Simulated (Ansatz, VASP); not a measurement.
## Ga in VASP and in Ansatz

```xyz
2
Lattice="1.3794 -3.9656 0.0221 1.3794 3.9656 0.0221 -0.0640 0.0000 3.3180" Properties=species:S:1:pos:R:3 pbc="T T T"
Ga    1.3634   -2.9013    0.8516
Ga    1.3314    2.9013    2.5106
```

Alike in both runs: functional r2SCAN; k mesh 13 × 13 × 10; occupations fermi-dirac, width 0.05 eV; no spin polarisation.

Ansatz relaxed the structure, and its values are those at the end. VASP's run is a single point on that final structure, the one shown.

|  | VASP | Ansatz |
| --- | --- | --- |
| version | VASP 6.6.1 | Ansatz 0.2.0 |
| potentials or method | VASP PAW PBE potentials, release 64 (Ga_d) | PAW with Ansatz's default frozen-core files, scalar-relativistic |
| plane-wave cutoff (eV) | 520 | 500 |
| valence electrons in the cell | 26 | 26 |

|  | VASP | Ansatz | Ansatz less VASP |
| --- | --- | --- | --- |
| pressure (GPa) | 0.0 | 0.0 | +0.01 |

Caveats: the PAW data sets were made with another functional, which shifts forces and pressure a little (VASP).
